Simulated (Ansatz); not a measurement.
TaAs: do energies and stresses tell the same story?

These are results of Ansatz 0.2.0, DFT PBEsol, scalar-relativistic, plane waves, PAW, not measurements.

Cutoff 420 eV; k points 18×18×18 on the computed 4-atom cell (Γ-centred); Gaussian smearing, width 0.10 eV; no spin polarisation.

Relaxed cell: I4_1md, a = 3.429 Å, b = 3.429 Å, c = 11.582 Å, α = 90.00°, β = 90.00°, γ = 90.00°, 4 atoms in the primitive cell. Whether it is the stable form of this composition wasn't checked.

Energies at zero smearing and pressures from the stress tensor, at volumes with shape and atoms relaxed:
```
V (Å³/atom) E − E(first) (meV/atom) P (GPa)
     14.978                     0.00    31.66
     15.488                   -84.73    21.78
     15.999                  -140.34    13.35
     16.510                  -171.11     6.15
     17.020                  -180.65     0.00
     17.531                  -172.07    -5.24
     18.041                  -148.05    -9.71
     18.722                   -95.93   -14.64
```

Check P = −dE/dV between neighbouring volumes, and get the bulk modulus from the pressures alone.

With 1 eV/Å³ = 160.2 GPa:
```json
{"middle V (Å³/atom)": "15.233", "−ΔE/ΔV (GPa)": "26.586", "mean P (GPa)": "26.718"}
{"middle V (Å³/atom)": "15.744", "−ΔE/ΔV (GPa)": "17.451", "mean P (GPa)": "17.562"}
{"middle V (Å³/atom)": "16.254", "−ΔE/ΔV (GPa)": "9.653", "mean P (GPa)": "9.747"}
{"middle V (Å³/atom)": "16.765", "−ΔE/ΔV (GPa)": "2.994", "mean P (GPa)": "3.074"}
{"middle V (Å³/atom)": "17.275", "−ΔE/ΔV (GPa)": "-2.691", "mean P (GPa)": "-2.621"}
{"middle V (Å³/atom)": "17.786", "−ΔE/ΔV (GPa)": "-7.537", "mean P (GPa)": "-7.474"}
{"middle V (Å³/atom)": "18.382", "−ΔE/ΔV (GPa)": "-12.267", "mean P (GPa)": "-12.174"}
```

The two differ by 0.13 GPa at most. The mean of two end pressures misses the average over a step by about ΔV² P″/12, up to 0.13 GPa here; with that taken off 0.00 GPa remains. Around V = 17.020 Å³/atom, the two neighbours give B = −V ΔP/ΔV = 17.020 × 11.39 / 1.021 = 189.8 GPa, against B0 = 188.7 GPa from the Birch–Murnaghan fit of the energies.

Spin–orbit coupling is left out, which can shift energies with elements as heavy as these.